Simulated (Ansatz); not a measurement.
# Al: computed properties

These are results of Ansatz 0.2.0, DFT PBE, scalar-relativistic, plane waves, PAW, not measurements.

Plane waves to 420 eV, a k mesh through Γ of 18×18×6 on the computed 4-atom cell and Gaussian smearing (0.10 eV); no spin polarisation.

The structure is relaxed at this level of theory with its symmetry kept, and needn't be the ground state of this composition.

```cif
data_structure
_symmetry_space_group_name_H-M 'P 1'
_symmetry_Int_Tables_number 1
_cell_length_a 2.8546
_cell_length_b 2.8546
_cell_length_c 9.3853
_cell_angle_alpha 90.000
_cell_angle_beta 90.000
_cell_angle_gamma 120.000
_cell_volume 66.23
loop_
_atom_site_label
_atom_site_type_symbol
_atom_site_fract_x
_atom_site_fract_y
_atom_site_fract_z
_atom_site_occupancy
Al1 Al 0.00000 0.00000 0.50000 1
Al2 Al 0.66667 0.33333 0.75000 1
Al3 Al 0.00000 0.00000 0.00000 1
Al4 Al 0.33333 0.66667 0.25000 1
```

| Item | Value |
| --- | --- |
| Space group | P6_3/mmc (No. 194) |
| Volume per atom | 16.56 Å³ |
| Energy over the standard state (uncorrected) | +0.014 eV/atom |
| Kohn–Sham band gap | none (metal) |
| Density of states at the Fermi level | 1.5 states/eV per cell |
| Orbital (Löwdin) character within 0.5 eV of the Fermi level | Al 3p 65 %, Al 3s 30 %, unprojected 5 % |
| Bader charge by site (e) | Al (2 in the cell) 0.03, Al (2 in the cell) -0.03 |

It comes from a database structure that was distorted and then relaxed. Löwdin shares on free-atom orbitals overweight diffuse shells.
